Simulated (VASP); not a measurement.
# Be (P6_3/mmc) in VASP: a series of runs

The runs below take Be through single point, with LDA.

Everything below comes from runs of VASP 6.6.1. Logs are shortened: lines on timing, memory, paths and dates and some standing lists are left out, and cuts for length are marked.

**1. Starting point**

It takes space group P6_3/mmc (No. 194, hexagonal). Conventional cell: a = 2.285 Å, b = 2.285 Å, c = 3.584 Å, α = 90.00°, β = 90.00°, γ = 120.00°. Around Be (site symmetry -6m2) lie 12 Be at 2.23 to 2.29 Å.

**2. Single point, LDA**

Contents of INCAR:

```
  ADDGRID = F
  ALGO = Normal
  EDIFF = 1E-6
  ENCUT = 460
  GGA = CA
  ISIF = 2
  ISMEAR = 1
  LASPH = T
  LCHARG = F
  LREAL = F
  LWAVE = F
  NELM = 100
  PREC = Accurate
  SIGMA = 0.4
```

Contents of KPOINTS:

```
k-points
0
Gamma
  11 11 7
```

Contents of POSCAR:

```
Be
1.0
    2.2853000000      0.0000000000      0.0000000000
   -1.1426500000      1.9791278553      0.0000000000
    0.0000000000      0.0000000000      3.5842000000
Be
2
Direct
    0.6556040000      0.3139550000      0.7387090000
    0.3030700000      0.6820070000      0.2728280000
```

Potentials or basis: VASP PAW LDA potentials, release 64 (Be).

Command:

```bash
> cat potpaw_LDA.64/Be/POTCAR > POTCAR
> mpirun -np 1 vasp_std > vasp.out
```

OUTCAR:

```text
EDIFF = 1E-6
   ENCUT = 460
   GGA = CA
   ISIF = 2
   ISMEAR = 1
   LASPH = T
   LREAL = F
   NELM = 100
   PREC = Accurate

 Found    424 irreducible k-points:

 Following reciprocal coordinates:
            Coordinates               Weight
  0.000000  0.000000  0.000000      1.000000
  0.090909  0.000000  0.000000      2.000000
  0.000000  0.090909  0.000000      2.000000
 -0.090909  0.090909  0.000000      2.000000
  0.181818  0.000000  0.000000      2.000000
  0.000000  0.181818  0.000000      2.000000
   k-points           NKPTS =    424   k-points in BZ     NKDIM =    424   number of bands    NBANDS=      6
   number of dos      NEDOS =    301   number of ions     NIONS =      2
   total plane-waves  NPLWV =   7168
   dimension x,y,z NGX =    16 NGY =   16 NGZ =   28
   dimension x,y,z NGXF=    32 NGYF=   32 NGZF=   56
   ions per type =               2
   NGX,Y,Z   is equivalent  to a cutoff of  11.64, 11.64, 12.99 a.u.
   NGXF,Y,Z  is equivalent  to a cutoff of  23.28, 23.28, 25.97 a.u.
 SYSTEM =  unknown system
   PREC   = accura    normal or accurate (medium, high low for compatibility)
   ISTART =      0    job   : 0-new  1-cont  2-samecut
   ICHARG =      2    charge: 1-file 2-atom 10-const
   ISPIN  =      1    spin polarized calculation?
   LNONCOLLINEAR =      F non collinear calculations
   LSORBIT =      F    spin-orbit coupling
   LASPH  =      T    aspherical Exc in radial PAW
   ENCUT  =  460.0 eV  33.81 Ry    5.81 a.u.   4.00  4.00  6.27*2*pi/ulx,y,z
   NELM   =    100;   NELMIN=  2; NELMDL= -5     # of ELM steps
   EDIFF  = 0.1E-05   stopping-criterion for ELM
[... 12 lines left out ...]
   EMIN   =  10.00;   EMAX   =-10.00  energy-range for DOS
   EFERMI =   0.00;   METHOD = LEGACY
   ISMEAR =     1;   SIGMA  =   0.40  broadening in eV -4-tet -1-fermi 0-gaus
   EFERMI_NEDOS =   21; number of points for ismear=-14 and -15
   IALGO  =     38    algorithm
[... 12 lines left out ...]
   LRPA    =     F    only Hartree local field effects (RPA)
 non-spin polarized calculation
 Methfessel and Paxton  Order N= 1 SIGMA  =   0.40
  energy-cutoff  :      460.00
  volume of cell :       16.21
 maximum number of plane-waves:       373
   NGX =  7   NGY =  7   NGZ = 13

 number of electron       4.0000000 magnetization

 Free energy of the ion-electron system (eV)
  ---------------------------------------------------
  ext. energy  EPLUGINS =         0.00000000
  ---------------------------------------------------
  free energy    TOTEN  =        -8.30682833 eV

  energy without entropy =       -8.30491960  energy(sigma->0) =       -8.30619209

 E-fermi :   6.7822     XC(G=0): -10.5320

 val. band max:        6.7644895345   @ k =  -0.3636  -0.2727   0.2857
 cond. band min:       6.7834284571   @ k =   0.3636   0.2727   0.2857
 fundamental gap:      0.0189389225
 Fermi energy:         6.7821645271

 k-point     1 :       0.0000    0.0000    0.0000
  band No.  band energies     occupation
      1      -4.5076      2.00000
      2       2.2975      2.00000
      3       7.6955     -0.00577
      4      21.5193      0.00000
      5      22.2639      0.00000
      6      24.1509      0.00000

 k-point     2 :       0.0909    0.0000    0.0000
  band No.  band energies     occupation
      1      -4.2776      2.00000
      2       2.6019      2.00000
      3       7.7556     -0.00310
      4      20.0758      0.00000
      5      20.8685      0.00000
      6      24.3282      0.00000

 k-point     3 :       0.0000    0.0909    0.0000
  band No.  band energies     occupation
      1      -4.2776      2.00000
      2       2.6023      2.00000
      3       7.7533     -0.00318
      4      20.0742      0.00000
      5      20.8715      0.00000
      6      24.4407      0.00000

 k-point     4 :      -0.0909    0.0909    0.0000
  band No.  band energies     occupation
      1      -4.2771      2.00000
      2       2.5996      2.00000
      3       7.7684     -0.00270
      4      20.2609      0.00000
      5      20.5131      0.00000
      6      24.4409      0.00000

 k-point     5 :       0.1818    0.0000    0.0000
  band No.  band energies     occupation
      1      -3.5864      2.00000
      2       3.5122      2.00000
      3       7.8735     -0.00079
      4      16.8611      0.00000
      5      18.9290      0.00000
      6      23.9229      0.00000

 k-point     6 :       0.0000    0.1818    0.0000
  band No.  band energies     occupation
      1      -3.5866      2.00000
      2       3.5141      2.00000
      3       7.8614     -0.00091
      4      16.8943      0.00000
      5      18.9285      0.00000
      6      23.9836      0.00000

 [... further k-points ...]
[... 5 lines left out ...]
  --------------------------------------------------------------------------------------
  -------------------------------------------------------------------------------------
  Total       -0.9799731     -0.6268863     -0.3638152      0.2206663      0.1128938     -0.1222351
  in kB      -96.8535243    -61.9569570    -35.9568904     21.8090755     11.1576126    -12.0808470
  external PRESSURE =     -64.9224572 kB  Pullay stress =       0.0000000 kB

 VOLUME and BASIS-vectors are now :
 -----------------------------------------------------------------------------
  energy-cutoff  :      460.00
  volume of cell :       16.21
      direct lattice vectors                 reciprocal lattice vectors
     2.285300000  0.000000000  0.000000000     0.437579311  0.252636533  0.000000000
    -1.142650000  1.979127855  0.000000000     0.000000000  0.505273066  0.000000000
     0.000000000  0.000000000  3.584200000     0.000000000  0.000000000  0.279002288

 POSITION                                       TOTAL-FORCE (eV/Angst)
 -----------------------------------------------------------------------------------
      1.13951      0.62136      2.64768        -0.248303      0.232688      0.895613
     -0.08669      1.34978      0.97787         0.248303     -0.232688     -0.895613
 -----------------------------------------------------------------------------------
    total drift:                                0.000000      0.000000      0.000000

  FREE ENERGIE OF THE ION-ELECTRON SYSTEM (eV)
  ---------------------------------------------------
  free  energy   TOTEN  =        -8.3068283347 eV

  energy  without entropy=       -8.3049195984  energy(sigma->0) =       -8.30619209
```

It took 9.2 s on 1 thread of AMD EPYC 9R45 (Zen 5), shared host; peak memory 0.1 GiB.

These settings aren't checked as converged: the numbers below hold their error.

What came out:

```yaml
Free_energy: -8.3068 eV
Pressure: -6.5 GPa
Largest_force: 0.958 eV/Å
Band_gap_on_the_k_mesh: none (metal or under the smearing width)
```

**3. Single point, LDA**

Edit INCAR of step 2 so:

```diff
@@ -13,2 +13,2 @@
   PREC = Accurate
-  SIGMA = 0.4
+  SIGMA = 0.1
```

KPOINTS is that of step 2.

Contents of POSCAR:

```
Be
1.0
    2.2853000000      0.0000000000      0.0000000000
   -1.1426500000      1.9791278553      0.0000000000
    0.0000000000      0.0000000000      3.5842000000
Be
2
Direct
    0.6666666667      0.3333333333      0.7500000000
    0.3333333333      0.6666666667      0.2500000000
```

Potentials or basis: VASP PAW LDA potentials, release 64 (Be).

Command:

```bash
> cat potpaw_LDA.64/Be/POTCAR > POTCAR
> mpirun -np 1 vasp_std > vasp.out
```

OUTCAR:

```text
EDIFF = 1E-6
   ENCUT = 460
   GGA = CA
   ISIF = 2
   ISMEAR = 1
   LASPH = T
   LREAL = F
   NELM = 100
   PREC = Accurate

 Found     64 irreducible k-points:

 Following reciprocal coordinates:
            Coordinates               Weight
  0.000000  0.000000  0.000000      1.000000
  0.090909  0.000000  0.000000      6.000000
  0.181818  0.000000  0.000000      6.000000
  0.272727  0.000000  0.000000      6.000000
  0.363636  0.000000  0.000000      6.000000
  0.454545  0.000000  0.000000      6.000000
   k-points           NKPTS =     64   k-points in BZ     NKDIM =     64   number of bands    NBANDS=      6
   number of dos      NEDOS =    301   number of ions     NIONS =      2
   total plane-waves  NPLWV =   7168
   dimension x,y,z NGX =    16 NGY =   16 NGZ =   28
   dimension x,y,z NGXF=    32 NGYF=   32 NGZF=   56
   ions per type =               2
   NGX,Y,Z   is equivalent  to a cutoff of  11.64, 11.64, 12.99 a.u.
   NGXF,Y,Z  is equivalent  to a cutoff of  23.28, 23.28, 25.97 a.u.
 SYSTEM =  unknown system
   PREC   = accura    normal or accurate (medium, high low for compatibility)
   ISTART =      0    job   : 0-new  1-cont  2-samecut
   ICHARG =      2    charge: 1-file 2-atom 10-const
   ISPIN  =      1    spin polarized calculation?
[... 51 lines left out ...]
  free energy    TOTEN  =        -8.37774089 eV

  energy without entropy =       -8.37767245  energy(sigma->0) =       -8.37771808

 E-fermi :   6.8905     XC(G=0): -10.5395

 val. band max:        6.7875380755   @ k =   0.3636   0.2727   0.2857
 cond. band min:       6.9077266364   @ k =   0.3636   0.2727   0.1429
 fundamental gap:      0.1201885609
 Fermi energy:         6.8904840016

 k-point     1 :       0.0000    0.0000    0.0000
  band No.  band energies     occupation
      1      -4.4948      2.00000
      2       2.2608      2.00000
      3       7.7813     -0.00000
      4      21.9209      0.00000
      5      21.9209      0.00000
      6      24.7239      0.00000
[... 37 lines left out ...]
 k-point     6 :       0.4545    0.0000    0.0000
  band No.  band energies     occupation
      1       1.0912      2.00000
      2       4.1496      2.00000
      3       9.4254      0.00000
      4      13.0461      0.00000
      5      13.8077      0.00000
      6      15.6754      0.00000

 [... further k-points ...]
[... 5 lines left out ...]
  --------------------------------------------------------------------------------------
  -------------------------------------------------------------------------------------
  Total       -0.8458428     -0.8458428     -0.7236634      0.0000000      0.0000000     -0.0000000
  in kB      -83.5970480    -83.5970481    -71.5217055      0.0000000      0.0000000     -0.0000000
  external PRESSURE =     -79.5719339 kB  Pullay stress =       0.0000000 kB

 VOLUME and BASIS-vectors are now :
 -----------------------------------------------------------------------------
  energy-cutoff  :      460.00
  volume of cell :       16.21
      direct lattice vectors                 reciprocal lattice vectors
     2.285300000  0.000000000  0.000000000     0.437579311  0.252636533  0.000000000
    -1.142650000  1.979127855  0.000000000     0.000000000  0.505273066  0.000000000
     0.000000000  0.000000000  3.584200000     0.000000000  0.000000000  0.279002288

 POSITION                                       TOTAL-FORCE (eV/Angst)
 -----------------------------------------------------------------------------------
      1.14265      0.65971      2.68815         0.000000     -0.000000      0.000000
     -0.00000      1.31942      0.89605        -0.000000      0.000000      0.000000
 -----------------------------------------------------------------------------------
    total drift:                                0.000000     -0.000000      0.000000

  FREE ENERGIE OF THE ION-ELECTRON SYSTEM (eV)
  ---------------------------------------------------
  free  energy   TOTEN  =        -8.3777408882 eV

  energy  without entropy=       -8.3776724537  energy(sigma->0) =       -8.37771808
```

Run time: 1.5 s. Hardware: 1 thread of AMD EPYC 9R45 (Zen 5), shared host; peak memory 0.08 GiB.

These settings aren't checked as converged: the numbers below hold their error.

Results:

```
Free energy            : -8.3777 eV
Pressure               : -8.0 GPa
Band gap on the k mesh : none (metal or under the smearing width)
```

**4. Single point, LDA**

INCAR is that of step 3.

KPOINTS is that of step 3.

Contents of POSCAR:

```
Be
1.0
    2.2853000000      0.0000000000      0.0000000000
   -1.1426500000      1.9791278553      0.0000000000
    0.0000000000      0.0000000000      3.5842000000
Be
2
Direct
    0.6556040000      0.3139550000      0.7387090000
    0.3030700000      0.6820070000      0.2728280000
```

Command:

```bash
> cat potpaw_LDA.64/Be/POTCAR > POTCAR
> mpirun -np 1 vasp_std > vasp.out
```

It took 9 s on 1 thread of AMD EPYC 9R45 (Zen 5), shared host; peak memory 0.1 GiB.

The run converged, but some of its settings lie outside the range that counts as converged, so its numbers aren't taken as properties of the crystal.

Results:

```yaml
Free_energy: -8.3054 eV
Pressure: -6.5 GPa
Largest_force: 0.955 eV/Å
Band_gap_on_the_k_mesh: none (metal or under the smearing width)
```
